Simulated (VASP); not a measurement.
# Au in VASP: notebook, part 2 of 2

VASP 6.6.1. The steps go on from the part before.

### 3 Relaxation of cell and atoms, r2SCAN

This run uses another cell than the first one: it holds 1 atom, not 2.

Input file POSCAR:

```
Au
1.0
   -1.7889730033      1.7889730033      1.3986011289
    1.7889730033     -1.7889730033      1.3986011289
    1.7889730033      1.7889730033     -1.3986011289
Au
1
Direct
    0.0000000000      0.0000000000      0.0000000000
```

Input file INCAR.step1:

```
SYSTEM = Au
  PREC = Accurate
  ENCUT = 600
  ISMEAR = 0
  SIGMA = 0.1
  LREAL = .FALSE.
  LASPH = .TRUE.
  NELM = 100
  GGA = PE
  ALGO = Normal
  EDIFF = 1E-4
  LWAVE = .TRUE.
  LCHARG = .FALSE.
```

Input file INCAR.step2:

```
SYSTEM = Au
  PREC = Accurate
  ENCUT = 600
  EDIFF = 1E-7
  ISMEAR = 0
  SIGMA = 0.1
  LREAL = .FALSE.
  LASPH = .TRUE.
  NELM = 100
  ALGO = Normal
  ISIF = 3
  LWAVE = .FALSE.
  LCHARG = .FALSE.
  METAGGA = R2SCAN
  LMIXTAU = .TRUE.
  IBRION = 2
  NSW = 90
  EDIFFG = -0.04
  ISTART = 1
```

Input file KPOINTS:

```
Automatic mesh
0
G
  8 8 8
  0 0 0
```

Potentials or basis: VASP PAW PBE potentials, release 64 (Au).

Launch:

```
$ cat potpaw_PBE.64/Au/POTCAR > POTCAR
$ cp INCAR.step1 INCAR
$ mpirun -np 1 vasp_std > vasp.out
$ cp INCAR.step2 INCAR
$ mpirun -np 1 vasp_std > vasp.out
```

OUTCAR:

```text
SYSTEM = Au
   PREC = Accurate
   ENCUT = 600
   EDIFF = 1E-7
   ISMEAR = 0
   LREAL = .FALSE.
   LASPH = .TRUE.
   NELM = 100
   ISIF = 3
   METAGGA = R2SCAN
   IBRION = 2
   NSW = 90
   EDIFFG = -0.04
   ISTART = 1

 ion  position               nearest neighbor table
   1  0.000  0.000  0.000-

  LATTYP: Found a body centered tetragonal cell.
 ALAT       =     3.5779460066
 C/A-ratio  =     0.7817899579

  Lattice vectors:

 A1 = (  -1.7889730033,   1.7889730033,   1.3986011289)
 A2 = (   1.7889730033,  -1.7889730033,   1.3986011289)
 A3 = (   1.7889730033,   1.7889730033,  -1.3986011289)

Analysis of symmetry for initial positions (statically):
=====================================================================
 Subroutine PRICEL returns:
 Original cell was already a primitive cell.

 Routine SETGRP: Setting up the symmetry group for a
 body centered tetragonal supercell.

 Subroutine GETGRP returns: Found 16 space group operations
 (whereof 16 operations were pure point group operations)
 out of a pool of 16 trial point group operations.

The static configuration has the point symmetry D_4h.

Analysis of symmetry for dynamics (positions and initial velocities):
=====================================================================
 Subroutine PRICEL returns:
 Original cell was already a primitive cell.

 Routine SETGRP: Setting up the symmetry group for a
 body centered tetragonal supercell.

 Subroutine GETGRP returns: Found 16 space group operations
 (whereof 16 operations were pure point group operations)
 out of a pool of 16 trial point group operations.

The dynamic configuration has the point symmetry D_4h.

[... 127 lines left out ...]
 conjugate gradient relaxation of ions
 non-spin polarized calculation
 Gauss-broadening in eV      SIGMA  =   0.10
  energy-cutoff  :      600.00
  volume of cell :       17.90
 maximum number of plane-waves:       610
   NGX = 11   NGY = 11   NGZ = 11

--------------------------------------- Ionic step        1  -------------------------------------------

 number of electron      11.0000001 magnetization

 Free energy of the ion-electron system (eV)
  ---------------------------------------------------
  ext. energy  EPLUGINS =         0.00000000
  ---------------------------------------------------
  free energy    TOTEN  =       -50.53800890 eV

  energy without entropy =      -50.53358974  energy(sigma->0) =      -50.53579932

------------------------ aborting loop because EDIFF is reached ----------------------------------------

  FORCE on cell =-STRESS in cart. coord.  units (eV):
  Direction    XX          YY          ZZ          XY          YZ          ZX
  --------------------------------------------------------------------------------------
  -------------------------------------------------------------------------------------
  Total        0.1112597      0.1112597      0.0102242      0.0000000      0.0000000     -0.0000000
  in kB        9.9560465      9.9560465      0.9149068      0.0000000      0.0000000     -0.0000000
  external PRESSURE =       6.9423332 kB  Pullay stress =       0.0000000 kB
[... 92 lines left out ...]
--------------------------------------- Ionic step        4  -------------------------------------------

 number of electron      11.0000000 magnetization

 Free energy of the ion-electron system (eV)
  ---------------------------------------------------
  ext. energy  EPLUGINS =         0.00000000
  ---------------------------------------------------
  free energy    TOTEN  =       -50.53852275 eV

  energy without entropy =      -50.53431533  energy(sigma->0) =      -50.53641904

 E-fermi :   8.5546     XC(G=0): -13.2089

 val. band max:        8.5046063690   @ k =   0.5000   0.2500   0.0000
 cond. band min:       8.5740656927   @ k =   0.5000   0.5000   0.1250
 fundamental gap:      0.0694593236
 Fermi energy:         8.5546117502

 k-point     1 :       0.0000    0.0000    0.0000
  band No.  band energies     occupation
      1      -1.0886      2.00000
      2       2.7567      2.00000
      3       3.7822      2.00000
      4       4.5277      2.00000
      5       4.5277      2.00000
      6       5.9576      2.00000
      7      23.7671      0.00000
      8      23.7671      0.00000
      9      30.0751      0.00000
[... 265 lines left out ...]
 k-point    24 :       0.3750    0.1250    0.1250
  band No.  band energies     occupation
      1       2.0698      2.00000
      2       2.3720      2.00000
      3       4.9160      2.00000
      4       5.2013      2.00000
      5       6.4089      2.00000
      6      11.4422      0.00000
      7      12.8392      0.00000
      8      18.4249      0.00000
      9      19.2255      0.00000

 [... further k-points ...]

------------------------ aborting loop because EDIFF is reached ----------------------------------------

  FORCE on cell =-STRESS in cart. coord.  units (eV):
  Direction    XX          YY          ZZ          XY          YZ          ZX
  --------------------------------------------------------------------------------------
  -------------------------------------------------------------------------------------
  Total        0.0028355      0.0028355     -0.0038405      0.0000000      0.0000000      0.0000000
  in kB        0.2521499      0.2521499     -0.3415160      0.0000000      0.0000000      0.0000000
  external PRESSURE =       0.0542613 kB  Pullay stress =       0.0000000 kB
[... 16 lines left out ...]
  FREE ENERGIE OF THE ION-ELECTRON SYSTEM (eV)
  ---------------------------------------------------
  free  energy   TOTEN  =       -50.5385227528 eV

  energy  without entropy=      -50.5343153298  energy(sigma->0) =      -50.53641904

 reached required accuracy - stopping structural energy minimisation
```

OUTCAR.step1:

```text
SYSTEM = Au
   PREC = Accurate
   ENCUT = 600
   ISMEAR = 0
   LREAL = .FALSE.
   LASPH = .TRUE.
   NELM = 100
[... 506 lines left out ...]
 -----------------------------------------------------------------------------------
      0.00000      0.00000      0.00000        -0.000000     -0.000000     -0.000000
 -----------------------------------------------------------------------------------
    total drift:                                0.000000      0.000000      0.000000

  FREE ENERGIE OF THE ION-ELECTRON SYSTEM (eV)
  ---------------------------------------------------
  free  energy   TOTEN  =        -3.1596550586 eV

  energy  without entropy=       -3.1546065911  energy(sigma->0) =       -3.15713082
```

OSZICAR.step1:

```text
N       E                     dE             d eps       ncg     rms          rms(c)
DAV:   1     0.511082442347E+02    0.51108E+02   -0.62517E+03  1110   0.122E+03
DAV:   2    -0.296230148021E+01   -0.54071E+02   -0.51640E+02  1090   0.218E+02
DAV:   3    -0.344718506182E+01   -0.48488E+00   -0.48425E+00  1275   0.220E+01
DAV:   4    -0.344881506891E+01   -0.16300E-02   -0.16300E-02  1161   0.135E+00
DAV:   5    -0.344882779124E+01   -0.12722E-04   -0.12722E-04  1165   0.118E-01    0.824E+00
DAV:   6    -0.317643623546E+01    0.27239E+00   -0.95635E-01  1076   0.937E+00    0.549E+00
DAV:   7    -0.316187903880E+01    0.14557E-01   -0.50492E-02  1155   0.213E+00    0.284E+00
DAV:   8    -0.315966226476E+01    0.22168E-02   -0.11886E-03  1176   0.360E-01    0.189E-01
DAV:   9    -0.315965505860E+01    0.72062E-05   -0.82039E-06   559   0.316E-02
   1 F= -.31596551E+01 E0= -.31571308E+01  d E =-.504847E-02
```

It took 88 s on 1 thread of Intel Xeon Platinum 8488C (Sapphire Rapids), shared host; peak memory 0.16 GiB.

What came out:

| Item | Value |
| --- | --- |
| Free energy | -50.5385 eV |
| Relaxed volume | 18.02 Å³/atom |
| Relaxed cell | a = 2.899 Å, b = 2.899 Å, c = 2.899 Å, α = 103.37°, β = 103.37°, γ = 122.50° |
| Space group after relaxing (to 0.05 Å) | I4/mmm (No. 139) |
| Energy gained by relaxing | 0.5 meV/atom |
| Ionic steps | 4 |
| Pressure after relaxing | 0.0 GPa |
| Band gap on the k mesh | none (metal or under the smearing width) |

Step by step:
```
step  energy change (eV)  largest force (eV/Å)  pressure (GPa)  volume (Å³)
   1              0.0000                0.0000            0.69        17.90
   2             -0.0002                0.0000           -0.73        18.11
   3             -0.0004                0.0000           -0.20        18.03
   4             -0.0005                0.0000            0.01        18.02
```

Final structure:
```xyz
1
Lattice="-1.7973 1.7973 1.3944 1.7973 -1.7973 1.3944 1.7973 1.7973 -1.3944" Properties=species:S:1:pos:R:3 pbc="T T T"
Au    3.5946    0.0000    0.0000
```

Caveat: the PAW data sets were made with another functional, which shifts forces and pressure a little.
